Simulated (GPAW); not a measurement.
HfN, 2 atoms in the cell. It takes space group Fm-3m (No. 225, cubic). The conventional cell has a = 4.512 Å, b = 4.512 Å, c = 4.512 Å, α = 90.00°, β = 90.00°, γ = 90.00°. Around Hf (site symmetry m-3m) lie 6 N at 2.26 Å. N (site symmetry m-3m) is surrounded by 6 Hf at 2.26 Å. 

```yaml
Program: GPAW 26.7.0
Task: band structure
Functional: r2SCAN
Potentials_or_basis: GPAW PAW data sets (gpaw-data 1.2.1)
Cutoff: 800 eV
Basis: pw
k_mesh: 10 × 10 × 10
Occupations: fermi-dirac, width 0.05 eV
Spin: no spin polarisation
Maxiter: 150
Band_path: GXWKGLUWLK,UX
Band_points: 80
```

Potentials or basis: GPAW PAW data sets (gpaw-data 1.2.1), pw.

Run with:

```console
$ OMP_NUM_THREADS=1 python run.py
```

Hardware: 1 thread of Arm Neoverse V2, with other jobs on the host.

Q: Estimate the wall time of this run.

A: Run time: 110 s on 1 thread of Arm Neoverse V2 (shared host), peak memory 0.38 GiB. Counts: scf iterations 14, plane waves 1243, bands 19, k points 47.
